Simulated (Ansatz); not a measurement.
# HgSe: computed DOS

```
Hg Se
1.0
     0.00000    3.13078    3.13078
     3.13078    0.00000    3.13078
     3.13078    3.13078    0.00000
Hg Se
1 1
Direct
  0.00000 0.00000 0.00000
  0.25000 0.25000 0.25000
```

The conventional cell has a = 6.262 Å, b = 6.262 Å, c = 6.262 Å, α = 90.00°, β = 90.00°, γ = 90.00°. Hg (atom 1) is surrounded by 4 Se at 2.71 Å. Around Se (atom 2) lie 4 Hg at 2.71 Å.

The cell was built from the zincblende type and relaxed in the same program, and has space group F-43m; it needn't be a known or the stable phase.

No spin–orbit coupling, which matters for the heavy atoms here.

Method: DFT, PBE, all-electron LAPW, scalar-relativistic (Ansatz 0.2.0).

Settings: a Γ-centred 11×11×11 k mesh, Fermi–Dirac smearing of 0.03 eV, basis error target 1 meV/atom, no spin polarisation.

States per eV and cell, averaged over 0.6 eV, from -7.0 to 5.4 eV, with energies (bin centres) from the Fermi level; empty bins are left out. The partial columns, the largest 4 alone, are projections on Löwdin-orthogonalised atomic shells (those that the program's projection atoms carry: the occupied ones and, for some elements, an empty d or f shell; other empty shells have no column), summed over atoms of an element. Weights on diffuse s and p shells depend on that basis and aren't pure angular character.

```tsv
E (eV)	total	Hg 5d	Se 4p	Hg 6s	Se 4s
-6.8	5.16	4.54	0.56	0.06	0.00
-6.2	10.13	9.62	0.37	0.11	0.02
-5.6	1.37	1.23	0.04	0.04	0.06
-5.0	0.90	0.09	0.42	0.36	0.02
-4.4	1.34	0.21	0.58	0.48	0.06
-3.8	0.54	0.10	0.22	0.18	0.04
-3.2	0.30	0.05	0.11	0.10	0.03
-2.6	0.71	0.06	0.54	0.06	0.02
-2.0	2.05	0.17	1.73	0.06	0.02
-1.4	2.22	0.19	1.90	0.03	0.01
-0.8	1.60	0.16	1.38	0.01	0.00
-0.2	0.34	0.04	0.29	0.00	0.00
0.4	0.04	0.00	0.02	0.01	0.00
1.0	0.24	0.01	0.11	0.10	0.01
1.6	0.68	0.01	0.28	0.30	0.03
2.2	0.94	0.01	0.40	0.43	0.03
2.8	1.35	0.01	0.59	0.60	0.01
3.4	0.27	0.00	0.04	0.04	0.00
4.0	0.49	0.00	0.02	0.01	0.00
4.6	0.87	0.00	0.04	0.02	0.00
5.2	1.37	0.00	0.06	0.02	0.00
```

**Question.** Where is the centre of the filled Hg 5d states between -14 eV and the top of the filled states?

**Answer.** -6.10 eV from the Fermi level.
